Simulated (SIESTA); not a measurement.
The system is GaAs.

```
As Ga
1.0
     0.00000    2.82685    2.82685
     2.82685    0.00000    2.82685
     2.82685    2.82685    0.00000
As Ga
1 1
Cartesian
  4.2403 4.2403 4.2403
  0.0000 0.0000 0.0000
```

Base run:

* Program: SIESTA 5.4.2
* Functional: PBE
* Potentials or basis: PseudoDojo 0.4 standard (PBE files)
* Basis: SZ (energy shift 0.003 Ry)
* Grid cutoff: 800 Ry
* Energy shift: 0.003 Ry
* k mesh: 8 × 8 × 8
* Occupations: fermi-dirac, width 0.05 eV
* Spin: no spin polarisation

Its results: band gap on the k mesh 0.75 eV, direct; pressure 8.2 GPa.

**Question.** The run is repeated on the same cell with these changes: basis from SZ (energy shift 0.003 Ry) to DZP (energy shift 0.003 Ry; two zetas on semicore shells). What comes out?

**Answer.** Band gap on the k mesh 0.66 eV, direct; pressure 4.1 GPa.

Caveats: the basis of atomic orbitals isn't converged, which shifts pressures, moduli and gaps; the basis has no polarisation orbitals (some runs).
